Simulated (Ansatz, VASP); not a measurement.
Two plane-wave programs on Zr

```
Zr
1.0
     4.96957    0.00000    0.00000
    -2.48479    4.30377    0.00000
     0.00000    0.00000    3.11991
Zr
3
Direct
  0.00000 0.00000 0.00000
  0.33333 0.66667 0.50000
  0.66667 0.33333 0.50000
```

Alike in both runs: functional PBEsol; k mesh 6 × 6 × 6; occupations gaussian, width 0.1 eV; no spin polarisation.

Ansatz relaxed the structure, and its values are those at the end. VASP's run is a single point on that final structure, the one shown.

|  | VASP | Ansatz |
| --- | --- | --- |
| version | VASP 6.6.1 | Ansatz 0.2.0 |
| potentials or method | VASP PAW PBE potentials, release 64 (Zr_sv) | scalar-relativistic, plane waves, PAW |
| plane-wave cutoff (eV) | 520 | 420 |
| valence electrons in the cell | 36 | 36 |

VASP gave:

| Item | Value |
| --- | --- |
| gap on the k mesh at the Fermi level (eV) | none |
| pressure (GPa) | -0.1 |

**Question.** Estimate Ansatz's values.

**Answer.** gap on the k mesh at the Fermi level (eV): none; pressure (GPa): -0.2.

A gap of «none» marks a metal or a gap that the smearing closes.

Caveats: the PAW data sets were made with another functional, which shifts forces and pressure a little (VASP).
